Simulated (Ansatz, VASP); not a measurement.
GaP in VASP and in Ansatz

File INCAR:

```
ALGO = Normal
EDIFF = 1E-7
ENCUT = 520
GGA = PE
ISIF = 2
ISMEAR = -1
LASPH = T
LCHARG = F
LREAL = F
LWAVE = F
NBANDS = 26
NELM = 80
PREC = Accurate
SIGMA = 0.05
```

KPOINTS

```
k-points
0
Gamma
  8 8 8
```

The input POSCAR:

```
GaP
1.0
    1.9167549946      1.1066390121      6.3438966068
   -1.9167549946      1.1066390121      6.3438966068
    0.0000000000     -2.2132780241      6.3438966068
Ga P
2 2
Direct
    0.5646280000      0.5646280000      0.5646280000
    0.4353720000      0.4353720000      0.4353720000
    0.9426110000      0.9426110000      0.9426110000
    0.0573890000      0.0573890000      0.0573890000
```

The input input.yaml:

```yaml
crystal:
  lattice:
    - [1.9167549946, 1.1066390121, 6.3438966068]
    - [-1.9167549946, 1.1066390121, 6.3438966068]
    - [0.0, -2.2132780241, 6.3438966068]
  atoms:
    - { symbol: Ga, position: [0.564628, 0.564628, 0.564628] }
    - { symbol: Ga, position: [0.435372, 0.435372, 0.435372] }
    - { symbol: P, position: [0.942611, 0.942611, 0.942611] }
    - { symbol: P, position: [0.057389, 0.057389, 0.057389] }
hamiltonian:
  xc: pbe
  pseudopotentials: { kind: paw }
kpoints:
  mp_grid: { grid: [8, 8, 8] }
scf:
  occupations: { method: fermi_dirac, width: 0.05 }
output:
  forces: true
  stress: true
  eigenvalues: true
```

Change from the starting cell: volume scaled by 0.96.

Alike in both runs: task single point; functional PBE; k mesh 8 × 8 × 8; occupations fermi-dirac, width 0.05 eV; no spin polarisation.

|  | VASP | Ansatz |
| --- | --- | --- |
| version | VASP 6.6.1 | Ansatz 0.2.0 |
| potentials or method | VASP PAW PBE potentials, release 64 (Ga_d, P) | Ansatz PAW |
| plane-wave cutoff (eV) | 520 | 420 |
| valence electrons in the cell | 36 | 36 |

|  | VASP | Ansatz | Ansatz less VASP |
| --- | --- | --- | --- |
| gap on the k mesh at the Fermi level (eV) | 0.84 | 0.83 | -0.009 |
| least direct gap on the mesh (eV) | 1.19 | 1.20 | +0.006 |
| pressure (GPa) | 3.2 | 3.2 | +0.04 |
| largest component of the traceless stress (GPa) | 0.46 | 0.53 | +0.070 |
| rms of the force components (eV/Å) | 0.066 | 0.080 | +0.0140 |

Atom by atom the forces differ by 0.017 eV/Å (rms over components).

A k mesh can miss the band edges.
